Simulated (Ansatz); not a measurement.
CdSe: equation of state with PBEsol

CdSe:

```
Cd Se
1.0
     0.00000    3.07027    3.07027
     3.07027    0.00000    3.07027
     3.07027    3.07027    0.00000
Cd Se
1 1
Direct
  0.00000 0.00000 0.00000
  0.25000 0.25000 0.25000
```

Measurements of this composition are mostly on another form, of space group No. 186.

```json
{
 "Program": "Ansatz 0.2.0",
 "Task": "equation of state",
 "Functional": "PBEsol",
 "Potentials or basis": "Ansatz PAW",
 "Cutoff": "420 eV",
 "Density cutoff": "1680 eV",
 "k mesh": "8 × 8 × 8",
 "Occupations": "fermi-dirac, width 0.05 eV",
 "Spin": "spin-orbit coupling, no magnetisation"
}
```

- Equilibrium volume: 28.10 Å³/atom
- Bulk modulus: 52 GPa
- Pressure derivative of the bulk modulus: 4.7

Energy against volume, from the lowest point:
```csv
volume (Å³/atom),energy (meV/atom)
27.206,4.50
27.784,0.18
28.363,0.00
28.942,3.51
29.521,10.27
30.100,19.95
30.679,32.20
```

All runs of the series together: 75 s on 2 threads of Arm Neoverse V1, on a shared host.
